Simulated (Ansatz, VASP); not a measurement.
BN in VASP and in Ansatz

```
B N
1.0
     2.36145    0.00000    0.00000
    -1.18073    2.04508    0.00000
     0.00000    0.00000    8.63119
B N
2 2
Direct
  0.33333 0.66667 0.25000
  0.66667 0.33333 0.75000
  0.33333 0.66667 0.75000
  0.66667 0.33333 0.25000
```

Change from the starting cell: biaxial strain in the a-b plane, c and atoms relaxed: -6.0 %.

Alike in both runs: functional PBE; k mesh 12 × 12 × 4; occupations gaussian, width 0.02 eV; no spin polarisation.

Ansatz relaxed the structure, and its values are those at the end. VASP's run is a single point on that final structure, the one shown.

|  | VASP | Ansatz |
| --- | --- | --- |
| version | VASP 6.6.1 | Ansatz 0.2.0 |
| potentials or method | VASP PAW PBE potentials, release 64 (B, N) | scalar-relativistic, plane waves, PAW |
| plane-wave cutoff (eV) | 520 | 420 |
| valence electrons in the cell | 16 | 16 |

|  | VASP | Ansatz | Ansatz less VASP |
| --- | --- | --- | --- |
| gap on the k mesh at the Fermi level (eV) | 4.09 | 4.10 | +0.005 |
| least direct gap on the mesh (eV) | 5.13 | 5.13 | +0.004 |
| pressure (GPa) | 44.2 | 44.1 | -0.05 |

The functional is the same, so the differences come from potentials, cutoffs and numerics.

Caveats: so large a pressure means that the cell lies far from this level's equilibrium, or that cutoff or potentials fall short (VASP); this functional lacks dispersion, which binds the layers, so the pressure and a relaxed spacing across them are unreliable. A k mesh can miss the band edges.
